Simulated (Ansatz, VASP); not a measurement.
**Two plane-wave programs on Al**

```
Al
1.0
     5.71352    0.00000    0.00000
     0.00000    5.71352    0.00000
     0.00000    0.00000   19.67470
Al
12
Cartesian
  1.4284 1.4284 4.0000
  1.4284 4.2851 4.0000
  4.2851 1.4284 4.0000
  4.2851 4.2851 4.0000
  0.0000 0.0000 6.0848
  0.0000 2.8568 6.0848
  2.8568 0.0000 6.0848
  2.8568 2.8568 6.0848
  1.4284 1.4284 8.1747
  1.4284 4.2851 8.1747
  4.2851 1.4284 8.1747
  4.2851 4.2851 8.1747
```

Alike in both runs: task single point; functional PBE; k mesh 5 × 5 × 1; occupations gaussian, width 0.1 eV; no spin polarisation.

|  | VASP | Ansatz |
| --- | --- | --- |
| version | VASP 6.6.1 | Ansatz 0.2.0 |
| potentials or method | VASP PAW PBE potentials, release 64 (Al) | scalar-relativistic, plane waves, PAW |
| plane-wave cutoff (eV) | 520 | 420 |
| valence electrons in the cell | 36 | 36 |

```tsv
	VASP	Ansatz	Ansatz less VASP
gap on the k mesh at the Fermi level (eV)	none	none	-
rms of the force components (eV/Å)	0.013	0.012	-0.0007
```

Atom by atom the forces differ by 0.001 eV/Å (rms over components). A gap of «none» marks a metal or a gap that the smearing closes. Ansatz warned: «xc_potential_rough_in_thin_density».
